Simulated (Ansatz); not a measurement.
## Phases of La at 65 GPa

Structure types of La are relaxed in primitive cells with their symmetry kept at 65 GPa, first on PAW files, then by LAPW. The enthalpy is E + pV at zero temperature, without zero-point motion. Only the types listed were tried, and differences under about 5 meV/atom are mesh noise. Not among the end structures: fcc, which may lie lower.

All numbers are PBE results (scalar-relativistic) from Ansatz 0.2.0, with Fermi–Dirac smearing of 0.05 eV, no spin polarisation. Methods: LAPW: all electrons, basis error target 0.5 meV/atom; PAW: frozen-core files, cutoff 420 eV.

k meshes: bcc 16×16×16, hcp 15×15×8, diamond 12×12×12, simple hexagonal 15×15×14, beta tin 15×15×15.

Spin–orbit coupling is left out, which matters for the heavy atoms.

Q: Which type is lowest in enthalpy, and by how much?

A: hcp, 281 meV/atom below bcc. The whole table:

```
      start type                   ends as          a, b, c (Å)  V (Å³/atom)  H − H(lowest), LAPW (meV/atom)  same, PAW
             bcc                bcc, Im-3m  3.323, 3.323, 3.323        18.35                           281.1      278.8
             hcp             hcp, P6_3/mmc  2.907, 2.907, 4.899        17.92                             0.0        0.0
         diamond            diamond, Fd-3m  5.749, 5.749, 5.749        23.75                          3092.4     3092.0
simple hexagonal  simple hexagonal, P6/mmm  2.837, 2.837, 2.657        18.52                           401.7      402.8
        beta tin        beta tin, I4_1/amd  5.115, 5.115, 2.922        19.11                           538.6      537.5
```

Q: Split the lead of hcp over bcc into energy and pV.

A: For bcc less hcp: ΔE = +106.5 meV/atom, and p·ΔV = 65 GPa × +0.4302 Å³ × 6.242 meV/(GPa·Å³) = +174.5 meV/atom, together 281.0 meV/atom. hcp wins on both counts.
